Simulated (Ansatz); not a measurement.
How far is PAW off for MoP?

```
CELL_PARAMETERS angstrom
3.20137 0.00000 0.00000
-1.60068 2.77247 0.00000
0.00000 0.00000 3.16958
ATOMIC_POSITIONS crystal
Mo 0.00000 0.00000 0.00000
P 0.33333 0.66667 0.50000
```

Atom numbers follow the list: Mo1, P2.

The cell is COD entry 1539074, as deposited and not checked against the literature; nothing was relaxed. The listed cell was then made from it by scaling, straining or moving an atom.

Spin polarisation is left out, and whether a magnetic state lies lower isn't shown here.

Methods: DFT, PBE, PAW with Ansatz's default frozen-core files, scalar-relativistic (Ansatz 0.2.0); DFT, PBE, all-electron LAPW, scalar-relativistic (Ansatz 0.2.0).

For PAW: a Γ-centred 15×15×13 k mesh, Fermi–Dirac smearing of 0.08 eV, cutoff 420 eV, no spin polarisation. LAPW targets a basis error of 0.25 meV/atom. The Ansatz runs share mesh, smearing and spin set-up. Plane-wave (PAW) pressures include the program's estimate of the Pulay term.

Stress and pressure are positive in compression.

The change that made this cell: volume scaled by 0.98.

```json
{"quantity": "pressure (GPa)", "PAW": "7.71", "LAPW": "7.73"}
{"quantity": "stress xx (GPa)", "PAW": "7.50", "LAPW": "7.52"}
{"quantity": "stress zz (GPa)", "PAW": "8.13", "LAPW": "8.16"}
```

PAW's pressure differs from the LAPW value by -0.02 GPa.
